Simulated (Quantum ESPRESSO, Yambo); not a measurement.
Planning a run of Yambo 5.3.0 on CaO (Lime). The input:

```
HF_and_locXC
gw0
dyson
ppa
em1d
rim_cut
RandQpts= 1000000
RandGvec= 1 RL
EXXRLvcs= 72 Ry
VXCRLvcs= 288 Ry
Chimod= "HARTREE"
% BndsRnXp
 1 | 124 |
%
NGsBlkXp= 15.5 Ry
% LongDrXp
 1 | 1 | 1 |
%
% GbndRnge
 1 | 124 |
%
DysSolver= "n"
ExtendOut
PPAPntXp= 27.21138 eV
% QPkrange
 1 | 8 | 6 | 12 |
%
GfnQPdb= "E < ./gw6_fix/ndb.QP"
XfnQPdb= "E < ./gw6_fix/ndb.QP"
```

```sh
OMP_NUM_THREADS=1 mpirun -n 4 yambo -F gw7.in -J gw7 -C gw7 > gw7.log
```

The stored states that it reads are on a 4×4×4 mesh. Symmetry: Fm-3m, No. 225, cubic system. The conventional cell has a = 4.813 Å, b = 4.813 Å, c = 4.813 Å, α = 90.00°, β = 90.00°, γ = 90.00°. Nearest to Ca lie 6 O at 2.41 Å. O has 6 Ca at 2.41 Å nearest. Farther neighbours and most contacts between anions are not listed.

Q: How long will it take on 4 MPI ranks of Arm Neoverse V1, shared host, and how much memory?

It took 3.8 min; on shared hardware allow 1.9 min to 7.6 min. Peak host memory was 1.3 GiB.

The screening grows as filled bands × empty bands × pairs of k points, times the square of the screening basis for the matrix.

[Paths, hosts, dates, memory and timing lines, banners, echoed tables and standing remarks are left out of the program output.]

[Logs are printed without paths, hosts, clocks, repeated set-up lines and the standing remarks that a program may print on its own settings, such as how far it seeks lower states.]

[Runs of the session that timed out or met a known fault of the program may be left out.]

[Hosts, paths, dates, database ids (printed as entryN), source tags and the programs' standing remarks are cut or masked in the printed files.]
